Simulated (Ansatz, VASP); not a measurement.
**One calculation of Zr, two programs**

```
Zr
1.0
    -1.74089    1.74089    1.74089
     1.74089   -1.74089    1.74089
     1.74089    1.74089   -1.74089
Zr
1
Cartesian
  0.0000 0.0000 0.0000
```

Alike in both runs: functional LDA; k mesh 16 × 16 × 16; occupations gaussian, width 0.1 eV; no spin polarisation.

Ansatz relaxed the structure, and its values are those at the end. VASP's run is a single point on that final structure, the one shown.

|  | VASP | Ansatz |
| --- | --- | --- |
| version | VASP 6.6.1 | Ansatz 0.2.0 |
| potentials or method | VASP PAW LDA potentials, release 64 (Zr_sv) | scalar-relativistic, plane waves, PAW |
| plane-wave cutoff (eV) | 520 | 420 |
| valence electrons in the cell | 12 | 12 |

VASP gave:

```
gap on the k mesh at the Fermi level (eV) : none
pressure (GPa)                            : 0.1
```

Question: What did Ansatz give for the same quantities?

Answer: gap on the k mesh at the Fermi level (eV): none; pressure (GPa): 0.0.

A gap of «none» marks a metal or a gap that the smearing closes.
